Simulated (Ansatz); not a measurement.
Consider the following.

Relaxed BaSnO3 (cubic perovskite):

```xyz
5
Lattice="4.1762 0.0000 0.0000 0.0000 4.1762 0.0000 0.0000 0.0000 4.1762" Properties=species:S:1:pos:R:3 pbc="T T T"
Ba     0.0000     0.0000     0.0000
Sn     2.0881     2.0881     2.0881
O      0.0000     2.0881     2.0881
O      2.0881     2.0881     0.0000
O      2.0881     0.0000     2.0881
```

In each cell atom 5 (O, nearest neighbour Sn at 2.088 Å; its periodic images, 4.2 Å or more away, move with it) moves by s·(1.000, 0.000, 0.000) (along Cartesian x), the rest being held.

Computed with PBE (plane waves to 420 eV, PAW, scalar-relativistic; Ansatz, a first-principles code). k mesh 7×7×7 (Γ-centred), Fermi-Dirac smearing 0.05 eV. E stands for the smeared free energy. BaSnO3 was relaxed with its symmetry unable to fall. The PAW data are Ansatz's earlier set. The zero of ΔE is the undisplaced structure.

The scan covers s from -0.420 to 0.420 Å in 11 points.

Problem. Is the energy the same for equal positive and negative displacements?

Solution. Even: the same for both signs. With its periodic images moving along, the atom's site symmetry in this cell is 4/mmm.

Problem. What force acts on the atom along the line at s = -0.420 Å?

Solution. 1.40 eV/Å.

Problem. What is the force constant k = d²E/ds² of this move at s = 0?

Solution. 2.53 eV/Å².

(For displaced atoms, the force is minus the slope of the energy, and its curvature is a force constant, which sets phonon frequencies.)
